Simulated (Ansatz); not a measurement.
The system is FeO.

```
Fe O
1.0
     2.90291    0.00000    0.00000
    -1.45145    2.51399    0.00000
     0.00000    0.00000    2.83309
Fe O
1 1
Direct
  0.00000 0.00000 0.00000
  0.66667 0.33333 0.50000
```

The cell comes from a database or a generator and needn't be the stable form of this composition.

```yaml
Program: Ansatz 0.2.0
Task: relaxation of cell and atoms
Functional: PBEsol0
Potentials_or_basis: Ansatz PAW
Cutoff: "420 eV (not typed: the program's choice for these potentials)"
k_mesh: 5 × 5 × 5
Occupations: fermi-dirac, width 0.05 eV
Spin: collinear spin, ferromagnetic start
Starting_moments: "[3.0, 0.0] μB"
```

At the start: volume 10.34 Å³/atom.

Task: Where does the relaxation end?

Result: It ends after 8 steps and the volume is 9.10 Å³/atom (-12.0 %); space group P-6m2 (No. 187, to 0.05 Å); moment 4.00 μB per cell.

Step by step:
```
step  energy change (eV)  largest force (eV/Å)  volume (Å³)
   1              0.0000                0.0000        20.68
   2             -0.1834                0.0000        19.02
   3             -0.2089                0.0000        17.94
   4             -0.2107                0.0000        18.24
   5             -0.2108                0.0000        18.22
   6             -0.2038                0.0000        18.22
   7             -0.2039                0.0000        18.19
   8             -0.2038                0.0000        18.19
```

Final structure:
```
Fe O
1.0
     2.78654    0.00000    0.00000
    -1.39327    2.41321    0.00000
     0.00000    0.00000    2.70555
Fe O
1 1
Direct
  0.00000 0.00000 0.00000
  0.66667 0.33333 0.50000
```

Caveat: the k mesh is coarse (spacing up to 0.50 Å⁻¹), so the values aren't converged, least of all with exact exchange; the magnetic or orbital state may not be the lowest; the plane-wave basis is chosen anew once the cell has moved, so the energies of steps on either side of that aren't comparable; the pressure holds a Pulay correction of +0.7 GPa for the finite cutoff; a cell with one magnetic atom can't hold antiferromagnetic order, which such compounds often take; the PAW data sets come from PBE, with cores solved anew for the run's functional, which leaves a small shift of forces and pressure.
